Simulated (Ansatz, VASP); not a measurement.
Given: the input of a run of VASP 6.6.1 on Se.

INCAR

```
  PREC = Accurate
  ENCUT = 520
  EDIFF = 1E-7
  ISMEAR = -1
  SIGMA = 0.05
  LREAL = False
  LASPH = True
  NELM = 80
  ALGO = Normal
  ISIF = 2
  LWAVE = False
  LCHARG = False
  GGA = PE
  NBANDS = 13
```

Contents of KPOINTS:

```
Automatic mesh
0
Gamma
  10 10 6
```

POSCAR

```
Se
1.0
    1.4035032715     -4.0657519072      0.0000000000
    1.4035032715      4.0657519072      0.0000000000
    0.0000000000      0.0000000000      4.6439848162
Se
2
Direct
    0.0643446800      0.9356553200      0.2500000000
    0.9356553200      0.0643446800      0.7500000000
```

Potentials or basis: VASP PAW PBE potentials, release 64 (Se).

Command:

```console
$ cat potpaw_PBE.64/Se/POTCAR > POTCAR
$ mpirun -np 1 vasp_std > vasp.out
```

Q: Translate it to Ansatz 0.2.0. Potentials there: Ansatz PAW.

A: As run (the cutoff follows the program's own potentials):

Contents of input.yaml:

```yaml
crystal:
  lattice:
    - [1.4035032715, -4.0657519072, 0.0]
    - [1.4035032715, 4.0657519072, 0.0]
    - [0.0, 0.0, 4.6439848162]
  atoms:
    - { symbol: Se, position: [0.06434468, 0.93565532, 0.25] }
    - { symbol: Se, position: [0.93565532, 0.06434468, 0.75] }
hamiltonian:
  xc: pbe
  pseudopotentials: { kind: paw }
kpoints:
  mp_grid: { grid: [10, 10, 6] }
scf:
  occupations: { method: fermi_dirac, width: 0.05 }
output:
  forces: true
  stress: true
  eigenvalues: true
```

Potentials or basis: Ansatz PAW.

The run is started by

```bash
$ ansatz run input.yaml --threads 2 --pin off --max-ram 5120MiB --backend cpu --events-out ev --progress --plain --runs-dir out
```

Both were run:

|  | VASP | Ansatz | Ansatz less VASP |
| --- | --- | --- | --- |
| gap on the k mesh at the Fermi level (eV) | none | none | - |
| pressure (GPa) | 0.4 | 0.4 | -0.04 |
| largest component of the traceless stress (GPa) | 1.18 | 1.15 | -0.028 |
| rms of the force components (eV/Å) | 0.066 | 0.069 | +0.0026 |

Atom by atom the forces differ by 0.003 eV/Å (rms over components). A gap of «none» marks a metal or a gap that the smearing closes. The two sets of potentials don't hold the same shells in valence.
